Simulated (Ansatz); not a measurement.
PtSe2 (Sudovikovite):

```xyz
3
Lattice="3.7240 0.0000 0.0000 -1.8620 3.2251 0.0000 0.0000 0.0000 5.0620" Properties=species:S:1:pos:R:3 pbc="T T T"
Pt    0.0000    0.0000    0.0000
Se    1.8620    1.0750    3.7965
Se    0.0000    2.1501    1.2655
```

```yaml
Program: Ansatz 0.2.0
Task: relaxation of cell and atoms
Functional: PBEsol
Potentials_or_basis: Ansatz PAW
Cutoff: "420 eV (not typed: the program's choice for these potentials)"
k_mesh: 8 × 8 × 5
Occupations: fermi-dirac, width 0.05 eV
Spin: no spin polarisation
Hubbard_terms: Pt d U = 8 eV
```

At the start: volume 20.27 Å³/atom.

**Question.** How do energy, volume and symmetry change on relaxing?

**Answer.** It ends after 7 steps and the volume is 19.33 Å³/atom (-4.6 %); space group P-3m1 (No. 164, to 0.05 Å).

The path:
```tsv
step	energy change (eV)	largest force (eV/Å)	volume (Å³)
1	0.0000	0.5638	60.80
2	-0.0665	0.2514	58.26
3	-0.0835	0.1046	58.28
4	-0.0850	0.0112	57.89
5	-0.0850	0.0148	58.06
6	-0.0851	0.0000	57.99
7	-0.0846	0.0001	57.99
```

Final structure:
```
CELL_PARAMETERS angstrom
3.78338 0.00000 0.00000
-1.89169 3.27651 0.00000
0.00000 0.00000 4.67769
ATOMIC_POSITIONS crystal
Pt 0.00000 0.00000 0.00000
Se 0.66667 0.33333 0.72678
Se 0.33333 0.66667 0.27322
```

Caveat: the plane-wave basis is chosen anew once the cell has moved, so the energies of steps on either side of that aren't comparable; the PAW data sets come from PBE, with cores solved anew for the run's functional, which leaves a small shift of forces and pressure.
